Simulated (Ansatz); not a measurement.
SiC: strain energy, fitted

SiC, F-43m, a = 4.380 Å. The compound has several low-lying forms, and this is one of them. Ansatz: PBE, PAW, 420 eV, Γ-centred 10×10×6 mesh on 4 atoms, Gaussian smearing 0.02 eV; no spin polarisation. Series: equal strain along all axes, cell held, atoms fixed by symmetry; x is the strain in per cent. y is the free energy over the unstrained cell, V0 = 10.501 Å³/atom.

| x (%) | y (meV/atom) |
| --- | --- |
| -3.0 | ? |
| -2.0 | 26.63 |
| -1.0 | 6.48 |
| 0.0 | 0.00 |
| 1.0 | 6.10 |
| 2.0 | 23.67 |
| 3.0 | 51.71 |

**Question.** Fit y = c2 x² + c3 x³ to the other rows, turn c2 into a modulus, and predict the missing energy.

**Answer.** Least squares on the rows shown. y = 6.2911 x² − 0.18234 x³. In eV per unit strain² c2 is 62.91; the stiffness is B for this strain (E = 9/2 B V0 ε², shape held): 2 × 62.91 × 160.2 / (9 × 10.501) = 213 GPa. At x = -3.0 the fit asked for gives 61.54 meV/atom. The run gave 61.71 meV/atom, so the fit is 0.17 meV/atom too low, 0.28 % of the span of the series, against an rms of 0.02 meV/atom on the fitted rows. The row lies outside the fitted range. With a term in x⁴ added, a fit to the same known rows predicts 61.69 meV/atom, so most of the miss is curvature that the known rows already hold.